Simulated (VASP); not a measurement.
A run of VASP 6.6.1 is set up as follows.

The input INCAR:

```
SYSTEM = Al
  PREC = Accurate
  ENCUT = 520
  EDIFF = 1E-6
  ISMEAR = 0
  SIGMA = 0.1
  LREAL = .False.
  LASPH = .True.
  NELM = 60
  ALGO = Normal
  ISIF = 2
  LWAVE = .False.
  LCHARG = .False.
  GGA = PE
  NBANDS = 18
```

KPOINTS

```
Automatic mesh
0
Gamma
  8 8 8
  0 0 0
```

File POSCAR:

```
Al
1.0
    4.9869276787      0.0000000000      0.0000000000
    0.0000000000      4.9869276787      0.0000000000
    0.0000000000      0.0000000000      4.9869276787
Al
6
Direct
    0.2500000000      0.0000000000      0.5000000000
    0.7500000000      0.0000000000      0.5000000000
    0.5000000000      0.2500000000      0.0000000000
    0.5000000000      0.7500000000      0.0000000000
    0.0000000000      0.5000000000      0.2500000000
    0.0000000000      0.5000000000      0.7500000000
```

Potentials or basis: VASP PAW PBE potentials, release 64 (Al).

Launch:

```sh
$ cat potpaw_PBE.64/Al/POTCAR > POTCAR
$ mpirun -np 1 vasp_std > vasp.out
```

Q: What does it give for the pressure?

A: 0.0 GPa.

Q: Predict the band gap on the k mesh.

A: None (metal or under the smearing width).
